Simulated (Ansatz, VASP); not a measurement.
One calculation of GaP, two programs

Contents of INCAR:

```
SYSTEM = GaP
  PREC = Accurate
  ENCUT = 520
  EDIFF = 1E-7
  ISMEAR = 0
  SIGMA = 0.022
  LREAL = .FALSE.
  LASPH = .TRUE.
  NELM = 100
  ALGO = Normal
  ISIF = 2
  LWAVE = .FALSE.
  LCHARG = .FALSE.
  GGA = PE
```

KPOINTS

```
regular mesh
0
G
  8 8 8
  0 0 0
```

POSCAR

```
GaP
1.0
    0.0000000000      2.7252500000      2.7252500000
    2.7252500000      0.0000000000      2.7252500000
    2.7252500000      2.7252500000      0.0000000000
Ga P
1 1
Direct
    0.0000000000      0.0000000000      0.0000000000
    0.7500000000      0.7500000000      0.7500000000
```

Contents of input.yaml:

```yaml
crystal:
  lattice:
    - [0.0, 2.72525, 2.72525]
    - [2.72525, 0.0, 2.72525]
    - [2.72525, 2.72525, 0.0]
  atoms:
    - { symbol: Ga, position: [0.0, 0.0, 0.0] }
    - { symbol: P, position: [0.75, 0.75, 0.75] }
hamiltonian:
  xc: pbe
  pseudopotentials: { kind: paw }
kpoints:
  mp_grid: { grid: [8, 8, 8] }
scf:
  occupations: { method: gaussian, width: 0.022 }
output:
  forces: true
  stress: true
  eigenvalues: true
```

Alike in both runs: task single point; functional PBE; k mesh 8 × 8 × 8; occupations gaussian, width 0.022 eV; no spin polarisation.

|  | VASP | Ansatz |
| --- | --- | --- |
| version | VASP 6.6.1 | Ansatz 0.2.0 |
| potentials or method | VASP PAW PBE potentials, release 64 (Ga_d, P) | Ansatz PAW |
| plane-wave cutoff (eV) | 520 | 420 |
| valence electrons in the cell | 18 | 18 |

|  | VASP | Ansatz | Ansatz less VASP |
| --- | --- | --- | --- |
| gap on the k mesh at the Fermi level (eV) | 1.64 | 1.64 | 0.000 |
| least direct gap on the mesh (eV) | 1.83 | 1.83 | +0.002 |
| pressure (GPa) | 2.5 | 2.5 | +0.03 |

A k mesh can miss the band edges. A hybrid or GW would open this gap; PBE tends to underestimate it.
